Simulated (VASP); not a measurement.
A run of VASP 6.6.1 is set up as follows.

Contents of INCAR:

```
ALGO     = Fast           # electronic algorithm
EDIFF    = 1E-4           # SCF threshold, eV
EDIFFG   = -0.08          # ionic threshold
ENCUT    = 520            # plane-wave cutoff, eV
GGA      = PE             # functional
IBRION   = 2              # ionic algorithm
ISIF     = 3              # what is computed and relaxed
ISMEAR   = 0              # smearing method
ISPIN    = 2              # spin polarisation
LASPH    = True           # aspherical terms in the spheres
LCHARG   = False          # write CHGCAR
LMAXMIX  = 4              # l up to which the mixer works
LORBIT   = 11             # projections on sites
LREAL    = False          # projectors in reciprocal space
LWAVE    = False          # write WAVECAR
MAGMOM   = 2 0            # initial moments
NELM     = 60             # most SCF steps
NSW      = 24             # ionic steps
PREC     = Normal         # precision mode
SIGMA    = 0.15           # smearing width, eV
```

The input KPOINTS:

```
k-points
0
Gamma
  8 8 5
```

The input POSCAR:

```
CoSi
1.0
    2.6582058900      0.0000000000      0.0000000000
    0.0000000000      2.6582058900      0.0000000000
    0.0000000000      0.0000000000      4.0770692600
Co Si
1 1
Direct
    0.0000000000      0.0000000000      0.0000000000
    0.0000000000      0.0000000000      0.5000000000
```

Potentials or basis: VASP PAW PBE potentials, release 64 (Co, Si).

Command:

```sh
$ cat potpaw_PBE.64/Co/POTCAR potpaw_PBE.64/Si/POTCAR > POTCAR
$ mpirun -np 1 vasp_std > vasp.out
```

(1) Predict the site moments.

(2) What does it give for the relaxed volume?

Answers

(1) Co +1.57; Si +0.01 μB.

(2) 14.08 Å³/atom.
